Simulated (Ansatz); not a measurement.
Input and command of a calculation in Ansatz (plane waves; scalar-relativistic PAW potentials unless the input names others):

```yaml
crystal:
  lattice:
    - [3.9936100193, 0.0, 0.0]
    - [0.0, 4.0744076611, 0.0]
    - [0.0, 0.0, 4.9946579198]
  atoms:
    - { symbol: Pb, position: [0.0, 0.5, 0.2376805791] }
    - { symbol: Pb, position: [0.5, 0.0, 0.7623194209] }
    - { symbol: O, position: [0.0, 0.0, 0.0044672232] }
    - { symbol: O, position: [0.5, 0.5, -0.0044672232] }
basis:
  ecutwfc: 420
kpoints:
  mp_grid: { grid: [8, 8, 6] }
hamiltonian:
  xc: pbe
  dispersion: d3bj
scf:
  occupations: { method: gaussian, width: 0.02 }
  mixing: { algorithm: anderson, beta: 0.001, ndim: 1 }
  max_iter: 80
output:
  forces: true
  eigenvalues: true
  stress: true
```

```bash
ansatz run input.yaml --threads 1 --pin off --max-ram 2560MiB --backend cpu --events-out ev --progress --plain --runs-dir out
```

Abridged log:
```
Basis set: ecut = 420 eV, 1597 PW (Γ), exchange–correlation on 54×60×72 points (8 copies of the dense FFT grid, shifted against one another)
Bands: 24, of which v1, the nominal top of the filled ones, is band 20 counted from 1 (19 counted from 0)
Symmetry: 8 space group operations
k-points: 100 of 384
SCF iter   1: F=—  HF=-24948.028844 eV  |F-HF|=—  |Δ(HF+E_count)|=         —  Δρ=1.51e-3  dr2=1.48e-3  ethr=1.77e-3  ⟨swp⟩=6.2  Hψ=10998  notcnv=0
SCF iter   2: F=—  HF=-24948.030168 eV  |F-HF|=—  |Δ(HF+E_count)|=   1.32e-3  Δρ=1.54e-3  dr2=1.51e-3  ethr=3.71e-6  ⟨swp⟩=2.4  Hψ=5573  notcnv=0
SCF iter   3: F=—  HF=-24948.030167 eV  |F-HF|=—  |Δ(HF+E_count)|=   1.06e-6  Δρ=1.54e-3  dr2=1.52e-3  ethr=3.71e-6  ⟨swp⟩=1.0  Hψ=2400  notcnv=0
SCF iter   4: F=—  HF=-24948.030167 eV  |F-HF|=—  |Δ(HF+E_count)|=   4.99e-7  Δρ=1.54e-3  dr2=1.51e-3  ethr=3.71e-6  ⟨swp⟩=1.0  Hψ=2400  notcnv=0
SCF iter   5: F=—  HF=-24948.030166 eV  |F-HF|=—  |Δ(HF+E_count)|=   1.67e-7  Δρ=1.54e-3  dr2=1.51e-3  ethr=3.71e-6  ⟨swp⟩=1.0  Hψ=2400  notcnv=0
SCF iter   6: F=—  HF=-24948.030167 eV  |F-HF|=—  |Δ(HF+E_count)|=   7.68e-7  Δρ=1.53e-3  dr2=1.50e-3  ethr=3.71e-6  ⟨swp⟩=1.0  Hψ=2400  notcnv=0
SCF iter   7: F=—  HF=-24948.030168 eV  |F-HF|=—  |Δ(HF+E_count)|=   4.04e-7  Δρ=1.53e-3  dr2=1.50e-3  ethr=3.71e-6  ⟨swp⟩=1.0  Hψ=2400  notcnv=0
SCF iter   8: F=—  HF=-24948.030168 eV  |F-HF|=—  |Δ(HF+E_count)|=   7.31e-7  Δρ=1.53e-3  dr2=1.50e-3  ethr=3.71e-6  ⟨swp⟩=1.0  Hψ=2400  notcnv=0
   ...
SCF iter  32: F=—  HF=-24948.030169 eV  |F-HF|=—  |Δ(HF+E_count)|=   8.69e-7  Δρ=1.48e-3  dr2=1.40e-3  ethr=3.50e-6  ⟨swp⟩=1.0  Hψ=2400  notcnv=0
SCF iter  33: F=—  HF=-24948.030143 eV  |F-HF|=—  |Δ(HF+E_count)|=   2.61e-5  Δρ=1.48e-3  dr2=1.39e-3  ethr=2.50e-6  ⟨swp⟩=1.2  Hψ=5576  notcnv=0
Mixer restart at iter 33: flushing history
iteration 33: the SCF's residuals had fallen too slowly under its mixing. It goes on by minimising its free energy, and can end on another state than longer mixing would; under `scf.algorithm: density_mixing` no SCF does so, but by `scf.convergence.dm_fallback`
SCF iter  34: F=—  HF=-24948.030702 eV  |F-HF|=—  |Δ(HF+E_count)|=   5.59e-4  Δρ=1.02e-3  dr2=8.18e-4  ethr=2.50e-6  ⟨swp⟩=3.1  Hψ=21297  notcnv=0
SCF iter  35: F=—  HF=-24948.030440 eV  |F-HF|=—  |Δ(HF+E_count)|=   2.62e-4  Δρ=2.21e-4  dr2=7.37e-5  ethr=2.04e-6  ⟨swp⟩=3.4  Hψ=11480  notcnv=0
SCF iter  36: F=—  HF=-24948.030425 eV  |F-HF|=—  |Δ(HF+E_count)|=   1.52e-5  Δρ=4.48e-5  dr2=2.49e-6  ethr=1.84e-7  ⟨swp⟩=2.9  Hψ=8319  notcnv=0
SCF iter  37: F=—  HF=-24948.030424 eV  |F-HF|=—  |Δ(HF+E_count)|=   8.16e-7  Δρ=1.38e-5  dr2=1.06e-7  ethr=6.22e-9  ⟨swp⟩=1.0  Hψ=5802  notcnv=0
SCF iter  38: F=-24948.030424 eV  HF=-24948.030424 eV  |F-HF|=3.49e-10  |Δ(HF+E_count)|=   2.94e-8  Δρ=9.17e-7  dr2=4.59e-10  ethr=2.50e-10  ⟨swp⟩=3.5  Hψ=8851  notcnv=0
SCF iter  39: F=-24948.030424 eV  HF=-24948.030424 eV  |F-HF|=3.53e-10  |Δ(HF+E_count)|=  3.64e-12  Δρ=9.18e-7  dr2=4.61e-10  ethr=1.15e-12  ⟨swp⟩=1.5  Hψ=9651  notcnv=0
SCF 1 converged in 39 iterations: F = -24948.030424 eV  dr2 = 4.61e-10
SCF converged after 39 iterations
Free energy (F): -24948.030424 eV
Harris-Foulkes:  -24948.030424 eV  (|F-HF|=3.53e-10)
Internal energy: -24948.030424 eV  (E = F + TS)
E sigma→0 (E₀):  -24948.030424 eV
Fermi energy:    8.791868 eV
  E_disp       = -0.934343  (pairwise vdW)
--- Forces (eV/Å), atoms counted from 1 ---
  atom   1  Pb     0.00000000     0.00000000    -0.00000196
  atom   2  Pb     0.00000000     0.00000000     0.00000196
  atom   3  O      0.00000000     0.00000000     0.00009169
  atom   4  O      0.00000000     0.00000000    -0.00009169
--- Stress (GPa, compression-positive) ---
        0.023352       0.000000       0.000000
        0.000000       0.005019       0.000000
        0.000000       0.000000      -0.000083
  P = ⅓ Tr σ = 0.0094 GPa (0.094 kbar)
```

One setting here is unusual or wrong in general: mixing far too weak (scf.mixing: not typed → {"algorithm": "anderson", "beta": 0.001, "ndim": 1}). For this cell it did little harm to the result: the run converged in 39 SCF iterations with an energy at zero smearing within 0.01 meV/atom of the reference's, pressure 0.01 GPa, largest force 0.000 eV/Å, gap on the mesh 1.26 eV. A reference run on usual settings, whose relaxation ended at this geometry, converged, and the end of its own relaxation has pressure 0.01 GPa, largest force 0.000 eV/Å, gap on the mesh 1.26 eV.

It took 39 s on 1 thread of Intel(R) Xeon(R) 6975P-C (Granite Rapids), with other jobs on the host, peak memory 0.7 GiB.